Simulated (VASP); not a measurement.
# Ag2O (Pn-3m) in VASP: single point with r2SCAN

Aim: the single point of Ag2O with r2SCAN.

Program: VASP 6.6.1. These are calculated values, not measurements. Logs are shortened: lines on timing, memory, paths and dates and some standing lists are left out, and cuts for length are marked.

## Step 1: The crystal as given

It takes space group Pn-3m (No. 224, cubic). Conventional cell: a = 4.756 Å, b = 4.756 Å, c = 4.756 Å, α = 90.00°, β = 90.00°, γ = 90.00°. Ag (site symmetry -3m) is surrounded by 2 O at 2.06 Å. O (site symmetry -43m) has 4 Ag at 2.06 Å as nearest neighbours.

The cell comes from a database or a generator and needn't be the stable form of this composition.

## Step 2: Single point, r2SCAN

Contents of POSCAR:

```
Ag2O
1.0
    4.7561874181      0.0000000000      0.0000000000
    0.0000000000      4.7561874181      0.0000000000
    0.0000000000      0.0000000000      4.7561874181
Ag O
4 2
Direct
    0.2500000000      0.2500000000      0.7500000000
    0.7500000000      0.2500000000      0.2500000000
    0.2500000000      0.7500000000      0.2500000000
    0.7500000000      0.7500000000      0.7500000000
    0.0000000000      0.0000000000      0.0000000000
    0.5000000000      0.5000000000      0.5000000000
```

Contents of INCAR.step1:

```
ALGO = Normal ; EDIFF = 1E-4
ENCUT = 520 ; GGA = PE
ISMEAR = 0 ; LASPH = True
LCHARG = False ; LREAL = False
LWAVE = True ; NBANDS = 37
NELM = 100 ; PREC = Accurate
SIGMA = 0.1
```

Contents of INCAR.step2:

```
ALGO = Normal ; EDIFF = 1E-6
ENCUT = 520 ; ISIF = 2
ISMEAR = 0 ; ISTART = 1
LASPH = True ; LCHARG = False
LMIXTAU = True ; LREAL = False
LWAVE = False ; METAGGA = R2SCAN
NBANDS = 37 ; NELM = 100
PREC = Accurate ; SIGMA = 0.1
```

Contents of KPOINTS:

```
k-points
0
Gamma
  8 8 8
```

Potentials or basis: VASP PAW PBE potentials, release 64 (Ag, O).

On the command line:

```console
$ cat potpaw_PBE.64/Ag/POTCAR potpaw_PBE.64/O/POTCAR > POTCAR
$ cp INCAR.step1 INCAR
$ mpirun -np 1 vasp_std > vasp.out
$ cp INCAR.step2 INCAR
$ mpirun -np 1 vasp_std > vasp.out
```

OUTCAR:

```text
EDIFF = 1E-6
   ENCUT = 520
   ISIF = 2
   ISMEAR = 0
   ISTART = 1
   LASPH = True
   LREAL = False
   METAGGA = R2SCAN
   NELM = 100
   PREC = Accurate

 ion  position               nearest neighbor table
   1  0.250  0.250  0.750-   5 2.06   6 2.06   4 3.36   2 3.36   3 3.36   2 3.36   3 3.36   3 3.36
                             4 3.36   3 3.36   2 3.36   4 3.36   2 3.36   4 3.36
   2  0.750  0.250  0.250-   5 2.06   6 2.06   4 3.36   1 3.36   3 3.36   1 3.36   4 3.36   3 3.36
                             4 3.36   4 3.36   1 3.36   3 3.36   1 3.36   3 3.36
   3  0.250  0.750  0.250-   5 2.06   6 2.06   4 3.36   1 3.36   2 3.36   1 3.36   4 3.36   1 3.36
                             2 3.36   1 3.36   2 3.36   4 3.36   4 3.36   2 3.36
   4  0.750  0.750  0.750-   5 2.06   6 2.06   3 3.36   1 3.36   2 3.36   2 3.36   3 3.36   1 3.36
                             2 3.36   2 3.36   1 3.36   3 3.36   3 3.36   1 3.36
   5  0.000  0.000  0.000-   1 2.06   2 2.06   3 2.06   4 2.06
   6  0.500  0.500  0.500-   1 2.06   2 2.06   3 2.06   4 2.06

  LATTYP: Found a simple cubic cell.
 ALAT       =     4.7561874181

  Lattice vectors:

 A1 = (   4.7561874181,   0.0000000000,   0.0000000000)
 A2 = (   0.0000000000,   4.7561874181,   0.0000000000)
 A3 = (   0.0000000000,   0.0000000000,   4.7561874181)

Analysis of symmetry for initial positions (statically):
=====================================================================
 Subroutine PRICEL returns:
 Original cell was already a primitive cell.

 Routine SETGRP: Setting up the symmetry group for a
 simple cubic supercell.

 Subroutine GETGRP returns: Found 48 space group operations
 (whereof 24 operations were pure point group operations)
 out of a pool of 48 trial point group operations.

The static configuration has the point symmetry T_d .
 The point group associated with its full space group is O_h .

Analysis of symmetry for dynamics (positions and initial velocities):
=====================================================================
 Subroutine PRICEL returns:
 Original cell was already a primitive cell.

 Routine SETGRP: Setting up the symmetry group for a
 simple cubic supercell.

 Subroutine GETGRP returns: Found 48 space group operations
 (whereof 24 operations were pure point group operations)
 out of a pool of 48 trial point group operations.

The dynamic configuration has the point symmetry T_d .
 The point group associated with its full space group is O_h .

 Subroutine INISYM returns: Found 48 space group operations
 (whereof 24 operations are pure point group operations),
[... 109 lines left out ...]
   NFREE  =      0    steps in history (QN), initial steepest desc. (CG)
   ISIF   =      2    stress and relaxation
   ISYM   =      2    0-nonsym 1-usesym 2-fastsym
   POTIM  = 0.5000    time-step for ionic-motion
   TEBEG  =    0.0;   TEEND  =   0.0 temperature during run
   PSTRESS=    0.0 pullay stress
   NELECT =      56.0000    total number of electrons
   NUPDOWN=      -1.0000    fix difference up-down
   EMIN   =  10.00;   EMAX   =-10.00  energy-range for DOS
   EFERMI =   0.00;   METHOD = LEGACY
   ISMEAR =     0;   SIGMA  =   0.10  broadening in eV -4-tet -1-fermi 0-gaus
   EFERMI_NEDOS =   21; number of points for ismear=-14 and -15
   IALGO  =     38    algorithm
   IMIX   =      4    mixing-type and parameters
     AMIX     =   0.40;   BMIX     =  1.00
     AMIX_MAG =   1.60;   BMIX_MAG =  1.00
  volume/ion in A,a.u.               =      17.93       121.01
  Fermi-wavevector in a.u.,A,eV,Ry     =   1.316877  2.488537 23.594748  1.734165
  Thomas-Fermi vector in A             =   2.446958
   LORBIT       =      0    0 simple, 1 ext, 2 COOP (PROOUT), +10 PAW based schemes
   METAGGA = R2SCAN    functional components
   LHFCALC =     F    Hartree Fock is set to
   AEXX    =    0.0000 exact exchange contribution
   IVDW    =     0    specifies the selected vdW correction
   LEPSILON=     F    determine dielectric tensor
   LRPA    =     F    only Hartree local field effects (RPA)
 non-spin polarized calculation
 Gauss-broadening in eV      SIGMA  =   0.10
  energy-cutoff  :      520.00
  volume of cell :      107.59
 maximum number of plane-waves:      2945
 NGX is ok and might be reduce to    36
   NGX = 17   NGY = 17   NGZ = 17

 number of electron      56.0000006 magnetization

 Free energy of the ion-electron system (eV)
  ---------------------------------------------------
  ext. energy  EPLUGINS =         0.00000000
  ---------------------------------------------------
  free energy    TOTEN  =       -98.35277668 eV

  energy without entropy =      -98.35265328  energy(sigma->0) =      -98.35271498

 E-fermi :   4.3410     XC(G=0): -10.9627

 val. band max:        4.1950021795   @ k =   0.0000   0.0000   0.0000
 cond. band min:       4.4316793672   @ k =   0.0000   0.0000   0.0000
 fundamental gap:      0.2366771878
 Fermi energy:         4.3409621324

 k-point     1 :       0.0000    0.0000    0.0000
  band No.  band energies     occupation
      1     -15.5557      2.00000
      2     -14.9231      2.00000
      3      -2.6236      2.00000
      4      -2.6236      2.00000
      5      -2.6236      2.00000
      6      -0.3257      2.00000
[... 949 lines left out ...]
     36      13.3555      0.00000
     37      14.0494      0.00000

 [... further k-points ...]

------------------------ aborting loop because EDIFF is reached ----------------------------------------

  FORCE on cell =-STRESS in cart. coord.  units (eV):
  Direction    XX          YY          ZZ          XY          YZ          ZX
  --------------------------------------------------------------------------------------
  -------------------------------------------------------------------------------------
  Total       -0.0721515     -0.0721515     -0.0721515     -0.0000000     -0.0000000      0.0000000
  in kB       -1.0744323     -1.0744323     -1.0744323     -0.0000000     -0.0000000      0.0000000
  external PRESSURE =      -1.0744323 kB  Pullay stress =       0.0000000 kB

 VOLUME and BASIS-vectors are now :
 -----------------------------------------------------------------------------
  energy-cutoff  :      520.00
  volume of cell :      107.59
      direct lattice vectors                 reciprocal lattice vectors
     4.756187418  0.000000000  0.000000000     0.210252438  0.000000000  0.000000000
     0.000000000  4.756187418  0.000000000     0.000000000  0.210252438  0.000000000
     0.000000000  0.000000000  4.756187418     0.000000000  0.000000000  0.210252438

 POSITION                                       TOTAL-FORCE (eV/Angst)
 -----------------------------------------------------------------------------------
      1.18905      1.18905      3.56714        -0.000000      0.000000     -0.000000
      3.56714      1.18905      1.18905        -0.000000     -0.000000     -0.000000
      1.18905      3.56714      1.18905        -0.000000      0.000000      0.000000
      3.56714      3.56714      3.56714         0.000000     -0.000000      0.000000
      0.00000      0.00000      0.00000        -0.000000      0.000000      0.000000
      2.37809      2.37809      2.37809        -0.000000     -0.000000      0.000000
 -----------------------------------------------------------------------------------
    total drift:                                0.000000     -0.000000      0.000000

  FREE ENERGIE OF THE ION-ELECTRON SYSTEM (eV)
  ---------------------------------------------------
  free  energy   TOTEN  =       -98.3527766829 eV

  energy  without entropy=      -98.3526532759  energy(sigma->0) =      -98.35271498
```

Run time: 4.1 min. Hardware: 1 thread of AMD EPYC 9R45 (Zen 5), shared host; peak memory 0.25 GiB.

What came out:

```yaml
Free_energy: -98.3528 eV
Pressure: -0.1 GPa
Band_gap_on_the_k_mesh: 0.24 eV, direct
```

Caveat: the PAW data sets were made with another functional, which shifts forces and pressure a little. r2SCAN opens gaps a little over a GGA but as a rule still falls short of measured ones.
